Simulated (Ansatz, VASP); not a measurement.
**SnSe2: VASP beside Ansatz**

Wanted: the spread between two codes on one cell, functional and k mesh. The cell is taken from a series of runs on this material, whose earlier steps may have relaxed, scaled, displaced or heated it; both programs get it as it stands. Other levels of theory on this material are compared in a session of their own.

Main program and level: Ansatz 0.2.0; plane waves, with VASP 6.6.1 beside it; single point at PBE, spin-orbit coupling.

## 1. The starting structure

The cell holds 3 atoms: 2 Se and 1 Sn. Cell: a = 3.827 Å, b = 3.827 Å, c = 29.600 Å, α = 90.0°, β = 90.0°, γ = 120.0°. It derives from SnSe2. Vacuum lies along c.

Structure file:

```
Se Sn
1.0
     3.82740    0.00000    0.00000
    -1.91370    3.31463    0.00000
     0.00000    0.00000   29.60000
Se Sn
2 1
Direct
  0.33333 0.66667 0.44598
  0.66667 0.33333 0.55402
  0.00000 0.00000 0.50000
```

## 2. VASP: single point, PBE, spin-orbit coupling

With cell and atoms fixed, the geometry can't cause a difference; cores, projectors, grids and the points listed under the comparison can.

Lines of VASP's logs that name or quote its potential files are left out, and so is its time.

INCAR reads:

```
SYSTEM = SnSe2
PREC = Accurate
ENCUT = 400
EDIFF = 1E-06
NELM = 200
ISMEAR = -1
SIGMA = 0.02
LREAL = .FALSE.
ALGO = Normal
GGA = PE
LNONCOLLINEAR = .TRUE.
MAGMOM = 0 0 0 0 0 0 0 0 0
NBANDS = 38
GGA_COMPAT = .FALSE.
LASPH = .TRUE.
LSORBIT = .TRUE.
LORBIT = 11
LWAVE = .FALSE.
LCHARG = .FALSE.
ISIF = 2
LDIPOL = .TRUE.
IDIPOL = 3
DIPOL = 0.5 0.5 0.5
LVHAR = .TRUE.
EFERMI = MIDGAP
NELMDL = -8
KPAR = 2
```

POSCAR reads:

```
SnSe2
1.0
    3.8274010816      0.0000000000      0.0000000000
   -1.9137005408      3.3146265671      0.0000000000
    0.0000000000      0.0000000000     29.6000000000
Se Sn
2 1
Direct
    0.3333333333      0.6666666667      0.4459770115
    0.6666666667      0.3333333333      0.5540229885
    0.0000000000      0.0000000000      0.5000000000
```

KPOINTS reads:

```
Automatic mesh
0
Gamma
6 6 1
0 0 0
```

PAW data sets: Se and Sn_d (PBE family, release 64).

On the command line:

```console
$ mpirun -np 2 vasp_ncl
```

Numbers of over 12 decimals in the logs are rounded to 6 here.

Output:

```text
[banner, memory and clock lines left out]
running    2 mpi-ranks, on    1 nodes
 distrk:  each k-point on    1 cores,    2 groups
 distr:  one band on    1 cores,    1 groups

 POSCAR found type information on POSCAR SeSn
 POSCAR found :  2 types and       3 ions
 LDA part: xc-table for (Slater+PW92), standard interpolation
 POSCAR, INCAR and KPOINTS ok, starting setup
 FFT: planning ... GRIDC
 FFT: planning ... GRID_SOFT
 FFT: planning ... GRID
 WAVECAR not read
 entering main loop
       N       E                     dE             d eps       ncg     rms          rms(c)
DAV:   1     0.177012061755E+03    0.17701E+03   -0.91994E+03   660   0.849E+02
DAV:   2     0.116824933665E+02   -0.16533E+03   -0.16168E+03   714   0.211E+02
DAV:   3    -0.113082599279E+02   -0.22991E+02   -0.22788E+02   656   0.953E+01
DAV:   4    -0.121868710842E+02   -0.87861E+00   -0.87298E+00   668   0.223E+01
DAV:   5    -0.122104227899E+02   -0.23552E-01   -0.23537E-01   690   0.366E+00
DAV:   6    -0.122112938711E+02   -0.87108E-03   -0.87105E-03   726   0.671E-01
DAV:   7    -0.122113241613E+02   -0.30290E-04   -0.30289E-04   780   0.120E-01
DAV:   8    -0.122113248761E+02   -0.71478E-06   -0.71478E-06   734   0.167E-02    0.487E+00
DAV:   9    -0.119533911768E+02    0.25793E+00   -0.36396E-01   754   0.779E+00    0.314E+00
DAV:  10    -0.119355860315E+02    0.17805E-01   -0.19212E-01   616   0.283E+00    0.102E+00
DAV:  11    -0.119345426846E+02    0.10433E-02   -0.10287E-02   720   0.954E-01    0.412E-01
DAV:  12    -0.119338136401E+02    0.72904E-03   -0.37922E-03   672   0.595E-01    0.165E-01
DAV:  13    -0.119338465205E+02   -0.32880E-04   -0.56267E-04   648   0.228E-01    0.539E-02
DAV:  14    -0.119338502987E+02   -0.37783E-05   -0.63536E-05   660   0.622E-02    0.223E-02
[...]
DAV:  19    -0.119340700622E+02   -0.31821E-04   -0.15701E-06   540   0.592E-03    0.203E-03
DAV:  20    -0.119340912721E+02   -0.21210E-04   -0.61733E-07   464   0.284E-03    0.114E-03
DAV:  21    -0.119340995049E+02   -0.82329E-05   -0.98817E-08   500   0.203E-03    0.790E-04
DAV:  22    -0.119341058560E+02   -0.63511E-05   -0.10834E-07   458   0.128E-03    0.526E-04
DAV:  23    -0.119341096086E+02   -0.37526E-05   -0.16912E-07   468   0.127E-03    0.280E-04
DAV:  24    -0.119341112850E+02   -0.16764E-05   -0.22126E-08   476   0.627E-04    0.213E-04
DAV:  25    -0.119341126260E+02   -0.13409E-05   -0.21384E-08   424   0.428E-04    0.145E-04
DAV:  26    -0.119341129639E+02   -0.33795E-06   -0.34346E-09   452   0.239E-04
   1 F= -.11934113E+02 E0= -.11934113E+02  d E =-.118711E-08  mag=    -0.0000    -0.0000     0.0000
```

OUTCAR, selected parts (step 2):

```text
ion  position               nearest neighbor table
   1  0.333  0.667  0.446-   3 2.73   3 2.73   3 2.73
   2  0.667  0.333  0.554-   3 2.73   3 2.73   3 2.73
   3  0.000  0.000  0.500-   1 2.73   2 2.73   1 2.73   2 2.73   2 2.73   1 2.73

  LATTYP: Found a hexagonal cell.
 ALAT       =     3.8274010816
 C/A-ratio  =     7.7337073824

 Subroutine GETGRP returns: Found 12 space group operations
 (whereof 12 operations were pure point group operations)

The static configuration has the point symmetry D_3d.

 Found      7 irreducible k-points:

   k-points           NKPTS =      7   k-points in BZ     NKDIM =      7   number of bands    NBANDS=     38

   dimension x,y,z NGX =    28 NGY =   28 NGZ =  196
   dimension x,y,z NGXF=    56 NGYF=   56 NGZF=  392

   ENCUT  =  400.0 eV  29.40 Ry    5.42 a.u.   6.24  6.24 48.27*2*pi/ulx,y,z

   NELECT =      26.0000    total number of electrons

 k-points in reciprocal lattice and weights: Automatic mesh
   0.00000000  0.00000000  0.00000000       0.028
   0.16666667  0.00000000  0.00000000       0.167
   0.33333333 -0.00000000  0.00000000       0.167
   0.50000000  0.00000000  0.00000000       0.083
   0.16666667  0.16666667  0.00000000       0.167
   0.33333333  0.16666667  0.00000000       0.333
   0.33333333  0.33333333  0.00000000       0.056

 dipolmoment           0.000000      0.000000      0.000000 electrons x Angstroem

 average (electrostatic) potential at core
       1 -61.3014       2 -61.3014       3-110.6516

 E-fermi :  -3.4834

 k-point     1 :       0.0000    0.0000    0.0000
  band No.  band energies     occupation
    ...
     22      -4.1908      1.00000
     23      -4.1135      1.00000
     24      -4.1135      1.00000
     25      -3.8363      1.00000
     26      -3.8363      1.00000
     27      -2.2979      0.00000
     28      -2.2979      0.00000
     29      -0.8248      0.00000
     30      -0.8248      0.00000
     31       0.5305      0.00000
    ...

 k-point     2 :       0.1667    0.0000    0.0000
  band No.  band energies     occupation
    ...
     22      -4.9449      1.00000
     23      -4.8391      1.00000
     24      -4.8391      1.00000
     25      -3.8975      1.00000
     26      -3.8975      1.00000
     27      -1.6583      0.00000
     28      -1.6583      0.00000
     29      -0.0757      0.00000
     30      -0.0757      0.00000
     31       0.9980      0.00000
    ...

 k-point     3 :       0.3333   -0.0000    0.0000
  band No.  band energies     occupation
    ...
     22      -5.7557      1.00000
     23      -4.6840      1.00000
     24      -4.6840      1.00000
     25      -4.0985      1.00000
     26      -4.0985      1.00000
     27      -2.6000      0.00000
     28      -2.6000      0.00000
     29       0.2482      0.00000
     30       0.2482      0.00000
     31       1.4486      0.00000
    ...

  Total        0.8459010      0.8459010      0.2908925      0.0000000      0.0000000      0.0000000
  in kB        3.6091077      3.6091077      1.2411171      0.0000000      0.0000000      0.0000000
  external PRESSURE =       2.8197775 kB  Pullay stress =       0.0000000 kB

  energy-cutoff  :      400.00
  volume of cell :      375.52
      direct lattice vectors                 reciprocal lattice vectors
     3.827401082  0.000000000  0.000000000     0.261273898  0.150846555  0.000000000
    -1.913700541  3.314626567  0.000000000     0.000000000  0.301693111  0.000000000
     0.000000000  0.000000000 29.600000000     0.000000000  0.000000000  0.033783784

 POSITION                                       TOTAL-FORCE (eV/Angst)
 -----------------------------------------------------------------------------------
     -0.00000      2.20975     13.20092        -0.000000      0.000000     -0.099668
      1.91370      1.10488     16.39908         0.000000     -0.000000      0.099668
      0.00000      0.00000     14.80000        -0.000000      0.000000      0.000000
 -----------------------------------------------------------------------------------
    total drift:                               -0.000000     -0.000000      0.000000

  FREE ENERGIE OF THE ION-ELECTRON SYSTEM (eV)
  ---------------------------------------------------
  free  energy   TOTEN  =       -11.9341129639 eV

  energy  without entropy=      -11.9341129628  energy(sigma->0) =      -11.93411296

 vacuum level on the upper side and lower side of the slab         2.067         2.067

 Spin-Orbit-Coupling matrix elements
 Ion:    1  E_soc:     -0.0464536
 Ion:    2  E_soc:     -0.0464536
 Ion:    3  E_soc:     -0.0897459

 total charge
# of ion       s       p       d       tot
------------------------------------------
    1        1.483   2.308   0.025   3.815
    2        1.483   2.308   0.025   3.815
    3        1.057   1.006  10.093  12.156
--------------------------------------------------
tot          4.022   5.622  10.143  19.787

 magnetization (x)
# of ion       s       p       d       tot
------------------------------------------
    1        0.000   0.000   0.000   0.000
    2        0.000  -0.000   0.000  -0.000
    3        0.000   0.000   0.000   0.000
--------------------------------------------------
tot          0.000  -0.000   0.000  -0.000

 magnetization (y)
# of ion       s       p       d       tot
------------------------------------------
    1       -0.000   0.000  -0.000   0.000
    2        0.000   0.000   0.000   0.000
    3        0.000   0.000   0.000   0.000
--------------------------------------------------
tot          0.000   0.000   0.000   0.000

 magnetization (z)
# of ion       s       p       d       tot
------------------------------------------
    1        0.000   0.000   0.000   0.000
    2        0.000   0.000   0.000   0.000
    3        0.000   0.000  -0.000   0.000
--------------------------------------------------
tot          0.000   0.000  -0.000   0.000

[... 3 further parts left out ...]
```

## 3. Ansatz: single point, PBE, spin-orbit coupling

Ansatz runs on its PAW fully relativistic soft_1 files.

The same cell, functional, mesh and smearing now go to Ansatz, which takes its cutoff from its data sets.

input.yaml reads:

```yaml
crystal:
  lattice:
    - [3.8274010816, 0.0, 0.0]
    - [-1.9137005408, 3.3146265671, 0.0]
    - [0.0, 0.0, 29.6]
  atoms:
    - { symbol: Se, position: [0.3333333333, 0.6666666667, 0.4459770115] }
    - { symbol: Sn, position: [0.0, 0.0, 0.5] }
    - { symbol: Se, position: [0.6666666667, 0.3333333333, 0.5540229885] }
  periodic: [true, true, false]
kpoints:
  mp_grid: { grid: [6, 6, 1] }
  band_path:
    path:
      - [0.0, 0.0, 0.0]
      - [0.5, 0.0, 0.0]
      - [0.3333333333, 0.3333333333, 0.0]
      - [0.1, 0.0, 0.0]
    npoints: 1
hamiltonian:
  xc: pbe
  pseudopotentials: { kind: paw_fr, azcp: { folder: soft_1 } }
scf:
  occupations: { method: fermi_dirac, width: 0.02 }
  n_extra_bands: 10
magnetization:
  noncollinear: true
  spin_orbit: true
output:
  eigenvalues: true
  forces: true
  stress: true
  write_density: true
  write_potential: true
  elf: true
  volumetric_format: npy
```

On the command line:

```console
$ ansatz run input.yaml --threads 2 --pin off --max-ram 92160MiB --backend cuda --events-out ev --progress --plain --runs-dir out --devices 1 --max-vram 13GiB
```

Output:

```text
scf.n_extra_bands = 10 over 46 filled bands (N_el = 46.0): the run solves 56 bands
GPUs: using 1 of 1 available (devices: 1).
Engine: ansatz 0.2.0, x86_64-unknown-linux-gnu
Pseudopotentials: kind: paw_fr
Pseudopotential: Se, paw, valence charge 16, recommended cutoff 420 eV (normal), soft_1/Se.paw.azcp
Pseudopotential: Sn, paw, valence charge 14, recommended cutoff 420 eV (normal), soft_1/Sn.paw.azcp
Functional definition: PBE
  parameter kappa = 0.804
  parameter beta = 0.066725
  exchange = pbe_x(kappa = kappa, mu = beta*pi^2/3)
  correlation = pbe_c(beta = beta)
non-collinear run that drives no moment, with spin-orbit: no starting moment large enough to seed its density (crystal.atoms[].spin), no starting occupations that ask for one, no magnetisation constraint and no magnetic field, so the semilocal B_xc is pinned to zero
device memory: the entry about to start is reckoned to put 4.7 GiB on a device that reports 69.8 GiB free (of which the cap on the GPU budget leaves the run 13.0 GiB)
GPU FFT provider: cuFFT
GPU libraries: cuBLAS 13.8.2, cuFFT 12.4.0, cuSOLVER 12.3.4
Crystal: 3 atoms, lattice volume = 375.518 Å³
Basis set: ecut = 420 eV, 7323 PW (Γ), exchange–correlation on 54×54×400 points (8 copies of the dense FFT grid, shifted against one another)
Bands: 56, of which v1, the nominal top of the filled ones, is band 46 counted from 1 (45 counted from 0)
Symmetry: 12 space group operations + 12 with time reversal
Magnetic group: BNS 164.86 (UNI 1316), of the structure as read, at distance tolerance 7.2e-5 Å
k-points: 7 of 36
Projection manifold: j_resolved (fully-relativistic pseudo-atomic orbitals)
Non-local potential: Se, projectors of the file, resolved by j, l = 0: 2, l = 1: 4, l = 2: 6, l = 3: 2
Non-local potential: Sn, projectors of the file, resolved by j, l = 0: 2, l = 1: 4, l = 2: 4, l = 3: 2
PAW form: soft (Blöchl's): semilocal exchange-correlation on the pseudo side does not see the compensation charge
PAW one-centre angular grid: Se, 590 points (default); XC on 96 Gauss nodes
PAW one-centre angular grid: Sn, 590 points (default); XC on 96 Gauss nodes
Initial density: superposition of atomic densities (neutral atoms: chi_scale 0, normalization atom)
Initial wavefunctions: pseudopotential atomic-orbital guess
GPU buffer pool allocated for 145800 grid points (all kernels)
GPU transforms: local potential and band sums: pruned to the plane-wave sphere, on 25×25×200
Functional: x = pbe(κ = 0.804, μ = 0.219515), c = pbe(β = 0.066725)
iter 1 solved again at ethr=2.26e-3 eV; its pass at ethr=3.10e-3 eV (dr2=1.04e0 eV) is discarded
SCF iter   1: F=—  HF=-16966.210601 eV  |F-HF|=—  |Δ(HF+E_count)|=         —  Δρ=1.36e-2  dr2=1.03e0  dr2_m=0.00e0 (ungated)  ethr=2.26e-3  |M|=0.00e0 ∫|m|=0.00e0 μB  |m|>n=0.0e0 m-floor=0.0e0 τ_xc=0.0e0  β_m=0.30  ⟨swp⟩=1.3  Hψ=1574  notcnv=0
preconditioner: auto → Resta (q_TF=auto, 1.923 Å⁻¹)  ε∞=1.6  [insulator: Δε(μ)=1.020 eV  Ē_g=9.884 eV  σ=0.020 eV  W_gap=1.00  n_scr=36 (ndim 8)  ℏωp=7.7 eV  f_vac=0.763  D(μ)=0.00/eV (n_scr^D=0)  ε∞_Penn≈1.6  vacuum switching on, ρ_ref=7.1e-3 e/Å³]
spin=Noncollinear: Resta preconditioning applied to the charge; magnetization (m_x, m_y, m_z) channels mix plain (no charge-response kernel on spin).
SCF iter   2: F=—  HF=-16965.979362 eV  |F-HF|=—  |Δ(HF+E_count)|=   2.31e-1  Δρ=8.32e-3  dr2=2.77e-1  dr2_m=0.00e0 (ungated)  ethr=2.24e-3  |M|=0.00e0 ∫|m|=0.00e0 μB  |m|>n=0.0e0 m-floor=0.0e0 τ_xc=0.0e0  β_m=0.44  ⟨swp⟩=3.1  Hψ=265  notcnv=0
SCF iter   3: F=—  HF=-16965.934707 eV  |F-HF|=—  |Δ(HF+E_count)|=   4.47e-2  Δρ=3.22e-3  dr2=2.34e-2  dr2_m=0.00e0 (ungated)  ethr=6.01e-4  |M|=0.00e0 ∫|m|=0.00e0 μB  |m|>n=0.0e0 m-floor=0.0e0 τ_xc=0.0e0  β_m=0.53  ⟨swp⟩=3.1  Hψ=360  notcnv=0  defer=28
SCF iter   4: F=—  HF=-16965.936061 eV  |F-HF|=—  |Δ(HF+E_count)|=   1.35e-3  Δρ=9.96e-4  dr2=2.45e-3  dr2_m=0.00e0 (ungated)  ethr=5.08e-5  |M|=0.00e0 ∫|m|=0.00e0 μB  |m|>n=0.0e0 m-floor=0.0e0 τ_xc=0.0e0  β_m=0.59  ⟨swp⟩=4.0  Hψ=391  notcnv=0  defer=28
SCF iter   5: F=—  HF=-16965.936557 eV  |F-HF|=—  |Δ(HF+E_count)|=   4.96e-4  Δρ=1.42e-4  dr2=8.02e-5  dr2_m=0.00e0 (ungated)  ethr=5.33e-6  |M|=0.00e0 ∫|m|=0.00e0 μB  |m|>n=0.0e0 m-floor=0.0e0 τ_xc=0.0e0  β_m=0.61  ⟨swp⟩=3.4  Hψ=335  notcnv=0  defer=28
SCF iter   6: F=—  HF=-16965.936540 eV  |F-HF|=—  |Δ(HF+E_count)|=   1.65e-5  Δρ=5.34e-5  dr2=7.66e-6  dr2_m=0.00e0 (ungated)  ethr=1.74e-7  |M|=0.00e0 ∫|m|=0.00e0 μB  |m|>n=0.0e0 m-floor=0.0e0 τ_xc=0.0e0  β_m=0.70  ⟨swp⟩=3.3  Hψ=345  notcnv=0  defer=28
SCF iter   7: F=—  HF=-16965.936548 eV  |F-HF|=—  |Δ(HF+E_count)|=   7.75e-6  Δρ=1.51e-5  dr2=5.43e-7  dr2_m=0.00e0 (ungated)  ethr=1.67e-8  |M|=0.00e0 ∫|m|=0.00e0 μB  |m|>n=0.0e0 m-floor=0.0e0 τ_xc=0.0e0  β_m=0.80  ⟨swp⟩=3.4  Hψ=377  notcnv=0  defer=28
SCF iter   8: F=-16965.936549 eV  HF=-16965.936549 eV  |F-HF|=1.01e-8  |Δ(HF+E_count)|=   6.96e-7  Δρ=1.47e-6  dr2=6.43e-9  dr2_m=0.00e0 (ungated)  ethr=2.17e-10  |M|=0.00e0 ∫|m|=0.00e0 μB  |m|>n=0.0e0 m-floor=0.0e0 τ_xc=0.0e0  ⟨swp⟩=26.1  Hψ=2115  notcnv=0
SCF 1 converged in 8 iterations: F = -16965.936549 eV  dr2 = 6.43e-9
  greatest PAW one-centre occupation: 0.999 electrons in one spin orbital (limit 2), on the Se atom at site 0 (counted from 0), in its partial waves of l = 2
device memory: the entry about to start is reckoned to put 2.8 GiB on a device that reports 72.1 GiB free (of which the cap on the GPU budget leaves the run 13.0 GiB)
NSCF: frozen V_eff on 4 k-points
SCF converged after 8 iterations
Magnetization: |M| = 0.0000 μB,  M = (+0.0000, +0.0000, +0.0000) μB
Absolute magnetization: 0.0000 μB (∫|m|)
  site 0: m = (+0.0000, +0.0000, +0.0000) μB, |m| = 0.0000 μB  (R = 1.13 Å)
  site 1: m = (+0.0000, +0.0000, +0.0000) μB, |m| = 0.0000 μB  (R = 1.13 Å)
  site 2: m = (+0.0000, +0.0000, +0.0000) μB, |m| = 0.0000 μB  (R = 1.13 Å)
Free energy (F): -16965.936549 eV
Harris-Foulkes:  -16965.936549 eV  (|F-HF|=1.01e-8)
Internal energy: -16965.936549 eV  (E = F + TS)
E sigma→0 (E₀):  -16965.936549 eV
Fermi energy:    -5.546234 eV
--- Per-component energies (eV) ---
  E_band       = -1498.141887
  E_kinetic    = 389.366133
  E_local      = -93462.139902  (includes V_loc(G=0)·N_el)
  E_nonlocal   = -562.433619
  E_hartree    = 46550.716958
  E_xc         = -295.051424
  E_vxc        = -259.769813  (∫ρ·V_xc dr)
  E_paw        = -8635.546631  (= ΣΔE_a)
  E_vpaw       = -704.591063  (= ΣTr[D̂ρ^β])
  E_aug_tail   = -0.000468  (compensation charges beyond the density's cutoff)
  E_ewald      = 39049.152404
  E_smearing   = -0.000000  (= −TS)
  E_closure    = -0.000000  (closes the sum)
  Σ components = -16965.936549   (vs F -16965.936549, Δ=0.00e0)
--- Forces (eV/Å), atoms counted from 1 ---
  atom   1  Se    -0.00000000     0.00000000    -0.08159934
  atom   2  Sn    -0.00000000    -0.00000000     0.00000000
  atom   3  Se     0.00000000    -0.00000000     0.08159934
  max |Σ_I F_I| component: 2.10e-30 eV/Å
--- 2D stress c σ (N/m, compression-positive) ---
        1.040640       0.000000       0.000000
       -0.000000       1.040640       0.000000
        0.000000       0.000000       0.000000
  P = ½ c Tr σ = 1.0406 N/m
--- Band table (eV; the first three rows and the last of 7) ---
  k-point 0: bands = [... 42 lower, -6.1818, -6.1818, -5.9002, -5.9002, -4.3578, -4.3578, -2.8893, -2.8893, ... 6 higher]
  k-point 1: bands = [... 42 lower, -6.9042, -6.9042, -5.9638, -5.9638, -3.7223, -3.7223, -2.1416, -2.1416, ... 6 higher]
  k-point 2: bands = [... 42 lower, -6.7527, -6.7527, -6.1646, -6.1646, -4.6628, -4.6628, -1.8157, -1.8157, ... 6 higher]
  k-point 6: bands = [... 42 lower, -6.8763, -6.8763, -6.8044, -6.8044, -4.1690, -4.1690, -0.8467, -0.8467, ... 6 higher]
  ° read free of the cell's end (the report's vacuum.weakly_bound_levels)
```

In the SCF lines HF is the Harris–Foulkes energy and dr2 the Hartree energy of the density residual, in eV; the loop may stop once dr2 is under the threshold and the program's other checks hold. Hψ counts applications of the Hamiltonian.

## 4. Comparison

Known differences besides the potentials themselves: spin-orbit coupling enters by fully relativistic files in Ansatz and inside the spheres in VASP; Ansatz cuts the interaction across the vacuum, VASP repeats the sheet with a dipole correction; the data sets hold 46 valence electrons in Ansatz (on its PAW fully relativistic soft_1 files) and 26 in VASP; the cutoff is 420 eV in Ansatz and 400 eV in VASP. Total energies have different zeros and are not compared.

Compared:

```csv
quantity,Ansatz,VASP,difference
gap on the k mesh (eV),0.726,0.723,+0.002
```

Forces (eV/Å; atoms numbered as in POSCAR):

```csv
atom,"Ansatz x, y, z","VASP x, y, z"
Se1,"0.000, 0.000, -0.082","0.000, 0.000, -0.100"
Se2,"0.000, 0.000, 0.082","0.000, 0.000, 0.100"
Sn3,"0.000, 0.000, 0.000","0.000, 0.000, 0.000"
```

The forces differ by 8.5 meV/Å r.m.s., which is 18.1 % of the r.m.s. force of 0.047 eV/Å (both taken over all components). A gap on the mesh is an upper bound, since the band edges may lie between its points. With vacuum in the cell, a pressure given here is an average over mostly empty space and none of the material.

## 5. Outcome

| Property | Result |
| --- | --- |
| r.m.s. force difference (single point, PBE, spin-orbit coupling) | 8.5 meV/Å |

The r.m.s. force difference is 8.5 meV/Å (single point, PBE, spin-orbit coupling), within the 12 meV/Å picked in this series as the mark of a large difference. The data sets hold unlike numbers of valence electrons (46 in Ansatz and 26 in VASP), so part of the differences comes from the potentials. 5 further runs of this series are not shown here. How closely two codes agree says nothing of how well the functional describes the real material.

[Lines on the potential files, build, host, timing and source positions are cut from VASP's logs without a mark.]

[Logs are printed without paths, hosts, clocks, repeated set-up lines and the standing remarks that a program may print on its own settings, such as how far it seeks lower states.]

[Hosts, paths, dates, database ids (printed as entryN), source tags and the programs' standing remarks are cut or masked in the printed files.]
